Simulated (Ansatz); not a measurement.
**NaCl under changes of volume**

One of the cells (21.478 Å³/atom); the others are scaled copies at fixed shape and fractional positions:

```
Cl Na
1.0
     3.50219    0.00000    0.00000
     0.00000    3.50219    0.00000
     0.00000    0.00000    3.50219
Cl Na
1 1
Direct
  0.50000 0.50000 0.50000
  0.00000 0.00000 0.00000
```

Measurements of this composition are mostly on another form, of space group No. 225.

* Program: Ansatz 0.2.0
* Functional: PBE
* Potentials or basis: Ansatz PAW
* Cutoff: 420 eV (not typed: the program's choice for these potentials)
* k mesh: 8 × 8 × 8
* Occupations: fermi-dirac, width 0.05 eV
* Spin: no spin polarisation

```csv
volume (Å³/atom),energy over the lowest point (meV/atom),pressure (GPa),gap on the mesh (eV)
20.189,?,?,?
20.619,3.60,1.3,4.12
21.048,1.01,0.7,4.05
21.478,0.00,0.1,3.98
21.907,0.40,-0.4,3.91
22.337,2.05,-0.8,3.85
22.766,4.83,-1.2,3.79
```

**Question.** What does the run at 20.189 Å³/atom give?

**Answer.** Energy over the lowest point 7.95 meV/atom; pressure 2.0 GPa; gap on the mesh 4.20 eV.

Worked out: A Birch-Murnaghan fit of order 3 (a polynomial in V^(-2/3)) to the other rows has its minimum at 21.56 Å³/atom with B0 = V·E''(V) = 26 GPa and B' = 4.7. It gives 7.96 meV/atom at 20.189 Å³/atom, against the run's 7.95, and -dE/dV = 2.0 GPa, against 2.0. A straight line through the other rows of the gap, of slope -3.35 eV per unit of ln V, extrapolates to 4.19 eV, against the run's 4.20.

Energies are extrapolated to zero smearing.

A mesh can miss the band edges.
